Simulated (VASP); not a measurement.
# BaTe (Fm-3m) in VASP: settings compared, part 2 of 2

VASP 6.6.1. The steps go on from the part before.

### Step 5. Band structure, PBE

INCAR reads:

```
SYSTEM = BaTe
PREC = Accurate
ENCUT = 250
EDIFF = 1E-6
ISMEAR = 0
SIGMA = 0.02
LREAL = .FALSE.
LASPH = .TRUE.
NELM = 80
ALGO = Normal
ISIF = 2
LWAVE = .FALSE.
LCHARG = .FALSE.
GGA = PE
NBANDS = 15
```

KPOINTS reads:

```
Automatic mesh
0
G
  4 4 4
  0 0 0
```

POSCAR reads:

```
BaTe
1.0
    0.0000000000      3.4100000000      3.4100000000
    3.4100000000      0.0000000000      3.4100000000
    3.4100000000      3.4100000000      0.0000000000
Ba Te
1 1
Direct
    0.0000000000      0.0000000000      0.0000000000
    0.5000000000      0.5000000000      0.5000000000
```

KPOINTS_OPT reads:

```
path GXWKGLUWLK,UX
10
line-mode
reciprocal
 0.0000000000  0.0000000000  0.0000000000  G
 0.5000000000  0.0000000000  0.5000000000  X

 0.5000000000  0.0000000000  0.5000000000  X
 0.5000000000  0.2500000000  0.7500000000  W

 0.5000000000  0.2500000000  0.7500000000  W
 0.3750000000  0.3750000000  0.7500000000  K

 0.3750000000  0.3750000000  0.7500000000  K
 0.0000000000  0.0000000000  0.0000000000  G

 0.0000000000  0.0000000000  0.0000000000  G
 0.5000000000  0.5000000000  0.5000000000  L

 0.5000000000  0.5000000000  0.5000000000  L
 0.6250000000  0.2500000000  0.6250000000  U

 0.6250000000  0.2500000000  0.6250000000  U
 0.5000000000  0.2500000000  0.7500000000  W

 0.5000000000  0.2500000000  0.7500000000  W
 0.5000000000  0.5000000000  0.5000000000  L

 0.5000000000  0.5000000000  0.5000000000  L
 0.3750000000  0.3750000000  0.7500000000  K

 0.6250000000  0.2500000000  0.6250000000  U
 0.5000000000  0.0000000000  0.5000000000  X
```

Potentials or basis: VASP PAW PBE potentials, release 64 (Ba_sv, Te).

Started as:

```sh
$ cat potpaw_PBE.64/Ba_sv/POTCAR potpaw_PBE.64/Te/POTCAR > POTCAR
$ mpirun -np 1 vasp_std > vasp.out
```

OUTCAR:

```text
SYSTEM = BaTe
   PREC = Accurate
   ENCUT = 250
   EDIFF = 1E-6
   ISMEAR = 0
   LREAL = .FALSE.
   LASPH = .TRUE.
   NELM = 80
   ISIF = 2
   GGA = PE

 ion  position               nearest neighbor table
   1  0.000  0.000  0.000-   2 3.41   2 3.41   2 3.41   2 3.41   2 3.41   2 3.41
   2  0.500  0.500  0.500-   1 3.41   1 3.41   1 3.41   1 3.41   1 3.41   1 3.41

  LATTYP: Found a face centered cubic cell.
 ALAT       =     6.8200000000

  Lattice vectors:

 A1 = (   0.0000000000,   3.4100000000,   3.4100000000)
 A2 = (   3.4100000000,   0.0000000000,   3.4100000000)
 A3 = (   3.4100000000,   3.4100000000,   0.0000000000)

Analysis of symmetry for initial positions (statically):
=====================================================================
 Subroutine PRICEL returns:
 Original cell was already a primitive cell.

 Routine SETGRP: Setting up the symmetry group for a
 face centered cubic supercell.

 Subroutine GETGRP returns: Found 48 space group operations
 (whereof 48 operations were pure point group operations)
 out of a pool of 48 trial point group operations.

The static configuration has the point symmetry O_h .

Analysis of symmetry for dynamics (positions and initial velocities):
[... 162 lines left out ...]
     10       5.6589      0.00000
     11       5.6589      0.00000
     12       6.0288      0.00000
     13       6.3635      0.00000
     14       6.3635      0.00000
[... 113 lines left out ...]
      2      -9.4339      2.00000
      3      -9.4117      2.00000
      4      -9.4117      2.00000
      5      -6.3929      2.00000
      6       1.3704      2.00000
      7       1.8139      2.00000
      8       1.8139      2.00000
      9       6.3246      0.00000
     10       6.3246      0.00000
     11       7.8515      0.00000
     12       8.2450      0.00000
     13       8.8135      0.00000
     14      11.5010      0.00000
     15      11.5776      0.00000

------------------------ aborting loop because EDIFF is reached ----------------------------------------

  FORCE on cell =-STRESS in cart. coord.  units (eV):
  Direction    XX          YY          ZZ          XY          YZ          ZX
  --------------------------------------------------------------------------------------
  -------------------------------------------------------------------------------------
  Total        2.1239384      2.1239384      2.1239384     -0.0000000     -0.0000000      0.0000000
  in kB       42.9100833     42.9100833     42.9100833     -0.0000000     -0.0000000      0.0000000
  external PRESSURE =      42.9100833 kB  Pullay stress =       0.0000000 kB

 VOLUME and BASIS-vectors are now :
 -----------------------------------------------------------------------------
  energy-cutoff  :      250.00
  volume of cell :       79.30
      direct lattice vectors                 reciprocal lattice vectors
     0.000000000  3.410000000  3.410000000    -0.146627566  0.146627566  0.146627566
     3.410000000  0.000000000  3.410000000     0.146627566 -0.146627566  0.146627566
     3.410000000  3.410000000  0.000000000     0.146627566  0.146627566 -0.146627566

 POSITION                                       TOTAL-FORCE (eV/Angst)
 -----------------------------------------------------------------------------------
      0.00000      0.00000      0.00000         0.000000      0.000000     -0.000000
      3.41000      3.41000      3.41000        -0.000000     -0.000000      0.000000
 -----------------------------------------------------------------------------------
    total drift:                                0.000000      0.000000      0.000000

  FREE ENERGIE OF THE ION-ELECTRON SYSTEM (eV)
  ---------------------------------------------------
  free  energy   TOTEN  =        -8.5008220744 eV

  energy  without entropy=       -8.5008220744  energy(sigma->0) =       -8.50082207
```

stdout:

```text
POSCAR found type information on POSCAR BaTe
 POSCAR found :  2 types and       2 ions
 scaLAPACK will be used
 LDA part: xc-table for (Slater+PW92), standard interpolation
 POSCAR, INCAR and KPOINTS ok, starting setup
 FFT: planning ... GRIDC
 FFT: planning ... GRID_SOFT
 FFT: planning ... GRID
 WAVECAR not read
 entering main loop
 Start KPOINTS_OPT (optional k-point list driver)
k-point batch [1-8\100]
k-point batch [9-16\100]
k-point batch [17-24\100]
k-point batch [25-32\100]
k-point batch [33-40\100]
k-point batch [41-48\100]
k-point batch [49-56\100]
k-point batch [57-64\100]
k-point batch [65-72\100]
k-point batch [73-80\100]
k-point batch [81-88\100]
k-point batch [89-96\100]
k-point batch [97-100\100]
```

It took 14 s on 1 thread of Intel Xeon 6975P-C (Granite Rapids), shared host; peak memory 0.14 GiB.

Results:

- Free energy: -8.5008 eV
- Pressure: 4.3 GPa
- Band gap on the k mesh: 1.32 eV, indirect (least direct gap 1.70 eV)
- Band gap along the path: 1.32 eV, indirect (least direct gap 1.70 eV)

Levels at the corners of the path, in eV from the valence-band top:
| point | band 6 | band 7 | band 8 | band 9 | band 10 | band 11 |
| --- | --- | --- | --- | --- | --- | --- |
| Γ | 0.00 | 0.00 | 0.00 | 2.85 | 2.85 | 2.85 |
| X | -1.15 | -0.38 | -0.38 | 1.32 | 4.54 | 4.99 |
| X | -1.15 | -0.38 | -0.38 | 1.32 | 4.54 | 4.99 |
| W | -1.44 | -0.99 | -0.99 | 3.52 | 3.52 | 5.05 |
| W | -1.44 | -0.99 | -0.99 | 3.52 | 3.52 | 5.05 |
| K | -1.39 | -1.10 | -0.86 | 2.49 | 5.17 | 5.33 |
| K | -1.39 | -1.10 | -0.86 | 2.49 | 5.17 | 5.33 |
| Γ | 0.00 | 0.00 | 0.00 | 2.85 | 2.85 | 2.85 |
| Γ | 0.00 | 0.00 | 0.00 | 2.85 | 2.85 | 2.85 |
| L | -2.47 | -1.30 | -1.30 | 4.29 | 4.93 | 5.03 |
| L | -2.47 | -1.30 | -1.30 | 4.29 | 4.93 | 5.03 |
| U | -1.39 | -1.10 | -0.86 | 2.49 | 5.17 | 5.33 |
| U | -1.39 | -1.10 | -0.86 | 2.49 | 5.17 | 5.33 |
| W | -1.44 | -0.99 | -0.99 | 3.52 | 3.52 | 5.05 |
| W | -1.44 | -0.99 | -0.99 | 3.52 | 3.52 | 5.05 |
| L | -2.47 | -1.30 | -1.30 | 4.29 | 4.93 | 5.03 |
| L | -2.47 | -1.30 | -1.30 | 4.29 | 4.93 | 5.03 |
| K | -1.39 | -1.10 | -0.86 | 2.49 | 5.17 | 5.33 |
| U | -1.39 | -1.10 | -0.86 | 2.49 | 5.17 | 5.33 |
| X | -1.15 | -0.38 | -0.38 | 1.32 | 4.54 | 4.99 |

Caveat: spin-orbit coupling is left out, which moves the levels of the heavy elements.

### Step 6. Summary

```csv
task,level,potentials or basis,k mesh,cutoff (eV),smearing,GW scheme,GW iterations,cutoff of the response function,frequency points,empty bands,gap on the mesh (eV),pressure (GPa)
G0W0 quasiparticle levels,PBE,"VASP PAW PBE potentials, release 64 (Ba_sv_GW, Te_GW)",4 × 4 × 4,450,gaussian 0.01 eV,G0W0,1,140,50,298,-,-
band structure,PBE,"VASP PAW PBE potentials, release 64 (Ba_sv, Te)",6 × 6 × 6,520,gaussian 0.02 eV,-,-,-,-,-,1.33,4.3
band structure,LDA,"VASP PAW LDA potentials, release 64 (Ba_sv, Te)",6 × 6 × 6,520,gaussian 0.02 eV,-,-,-,-,-,1.21,1.3
band structure,PBE,"VASP PAW PBE potentials, release 64 (Ba_sv, Te)",4 × 4 × 4,250,gaussian 0.02 eV,-,-,-,-,-,1.32,4.3
```

Alike in all rows: no spin polarisation; cell as given.

Caveats: spin-orbit coupling is left out, which moves the levels of the heavy elements; bands, screening cutoff and mesh are small and nothing is extrapolated, so the quasiparticle values aren't converged (some runs).

Total energies depend on the potentials used, so only differences within one code and one set of settings carry meaning.
